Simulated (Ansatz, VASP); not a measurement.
**Pt in VASP and in Ansatz**

The input INCAR:

```
SYSTEM = Pt
  ALGO = Normal
  EDIFF = 1E-7
  ENCUT = 520
  GGA = PE
  ISIF = 2
  ISMEAR = 0
  LASPH = .True.
  LCHARG = .True.
  LELF = .True.
  LREAL = .False.
  LVHAR = .True.
  LWAVE = .False.
  NBANDS = 17
  NELM = 100
  PREC = Accurate
  SIGMA = 0.1
```

KPOINTS

```
k-points
0
Gamma
  9 9 4
  0 0 0
```

Contents of POSCAR:

```
Pt
1.0
    2.5008892751      0.0000000000      0.0000000000
   -1.2504446376      2.1658336443      0.0000000000
    0.0000000000      0.0000000000      4.1719799441
Pt
2
Direct
    0.3333333300      0.6666666700      0.2500000000
    0.6666666700      0.3333333300      0.7500000000
```

Input for Ansatz:

```yaml
crystal:
  lattice:
    - [2.5008892751, 0.0, 0.0]
    - [-1.2504446376, 2.1658336443, 0.0]
    - [0.0, 0.0, 4.1719799441]
  atoms:
    - { symbol: Pt, position: [0.33333333, 0.66666667, 0.25] }
    - { symbol: Pt, position: [0.66666667, 0.33333333, 0.75] }
basis:
  ecutwfc: 420
kpoints:
  mp_grid: { grid: [9, 9, 4] }
hamiltonian:
  xc: pbe
scf:
  occupations: { method: gaussian, width: 0.1 }
output:
  forces: true
  stress: true
  eigenvalues: true
```

Alike in both runs: task single point; functional PBE; k mesh 9 × 9 × 4; occupations gaussian, width 0.1 eV; no spin polarisation.

|  | VASP | Ansatz |
| --- | --- | --- |
| version | VASP 6.6.1 | Ansatz 0.2.0 |
| potentials or method | VASP PAW PBE potentials, release 64 (Pt) | scalar-relativistic, plane waves, PAW |
| plane-wave cutoff (eV) | 520 | 420 |
| valence electrons in the cell | 20 | 36 |

```csv
,VASP,Ansatz,Ansatz less VASP
gap on the k mesh at the Fermi level (eV),none,none,-
pressure (GPa),194.8,194.2,-0.52
largest component of the traceless stress (GPa),9.62,9.57,-0.052
```

A gap of «none» marks a metal or a gap that the smearing closes. The two sets of potentials don't hold the same shells in valence.

Caveats: the k mesh is coarse (spacing up to 0.38 Å⁻¹), so the values aren't converged; the cell as given lies far from equilibrium; so large a pressure means that the cell lies far from this level's equilibrium, or that cutoff or potentials fall short (VASP). Spin-orbit coupling is left out, which matters for the levels of Pt.
